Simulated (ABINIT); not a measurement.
Hf:

```xyz
1
Lattice="2.9138 0.0000 0.0000 0.0000 2.9138 0.0000 0.0000 0.0000 2.9138" Properties=species:S:1:pos:R:3 pbc="T T T"
Hf    1.4569    1.4569    1.4569
```

The cell was built by a generator and needn't be a form met in nature.

Program: ABINIT 10.8.3 (patched build). Alike in all runs: task single point; potentials or basis JTH PAW PBE v2.0; no spin polarisation; cell as given; k mesh 9 × 9 × 9; cutoff (eV) 626; smearing fermi-dirac 0.05 eV.

Problem. Order these runs on this cell by their pressure, lowest first.
A. level PW91
B. level LDA
C. level RPBE
D. level AM05

Solution. B (-7.0 GPa), D (-4.0 GPa), A (-0.6 GPa), C (2.1 GPa).

Caveats: the PAW data sets were made with another functional, which shifts forces and pressure a little.

Not every run made on this cell is shown here.
